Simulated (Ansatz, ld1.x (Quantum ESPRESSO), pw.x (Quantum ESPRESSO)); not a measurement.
barium (Ba): does the TM potential hold in the solid?

- Element: Ba
- Generator: ld1.x (Quantum ESPRESSO) 7.5
- Type: norm-conserving Troullier–Martins (Kleinman–Bylander form)
- Functional: PBE
- Relativity: scalar-relativistic
- Frozen core: [Xe]
- Valence charge: 2
- Reference configuration: 5d0 6s2 6p0
- Partial waves: 6s (bound): rc 3.75 bohr; 6p (bound, empty): rc 4.20 bohr; 5d (bound, empty): rc 3.00 bohr
- Local potential: the d channel
- Core correction: Bessel-smoothed model core inside 1.60 bohr

Crystal test: sc Ba in pw.x 7.5, no spin, 8³ k-points, Fermi–Dirac smearing 0.01 Ry, cutoffs 50/200 Ry. The reference is all-electron LAPW (Ansatz 0.2.0) with the same functional, mesh and smearing; V0 and B0 come from Birch–Murnaghan fits to the pressures at five volumes. Errors are pseudo minus all-electron; Δ is the rms difference of the E(V) curves that follow from these fits, minima aligned, over ±6 % about the mean V0. Mesh and smearing are coarse, so the numbers serve the comparison and aren't converged zero-temperature values; the lattice is a test structure that the element need not adopt.

All-electron: a0 = 3.964 Å (V0 = 62.29 Å³/atom), B0 = 6.4 GPa.

How far does the potential miss the all-electron equation of state?

mean pressure error (GPa): +2.37. The pressure does not cross zero within the volumes sampled, so no fit is given. The largest radius (4.20 bohr) exceeds half the bond length (3.74 bohr), so the spheres overlap, which is one possible source of error among others. This is a poor potential for the solid. Note: ghost states, extra bound levels that the all-electron valence spectrum of the same l lacks: s at -16.7 eV, p at -1.49 eV. A true bound ghost makes a file unfit for plane-wave use. Atomic configuration tests: 3 of 7 tests not solved or not reliable.

```csv
V (Å³/atom),P all-electron (GPa),P pseudo (GPa)
59.094,0.37,2.71
60.649,0.18,2.54
62.204,0.01,2.39
63.759,-0.14,2.24
65.314,-0.28,2.10
```

At the middle volume, how do free energy and pressure move when the wave cutoff is lowered (ecutrho kept at four times it)?

| cutoff (Ry) | shift of F (meV/atom) | shift of P (GPa) |
| --- | --- | --- |
| 22 | +0.8 | -0.02 |
| 30 | +0.1 | -0.00 |
| 40 | +0.0 | +0.00 |

The run at the middle volume (35 k-points, 21 iterations) took about 16 s on one core of a shared host (Neoverse-V1, 32 threads, 247 GiB, load 13).
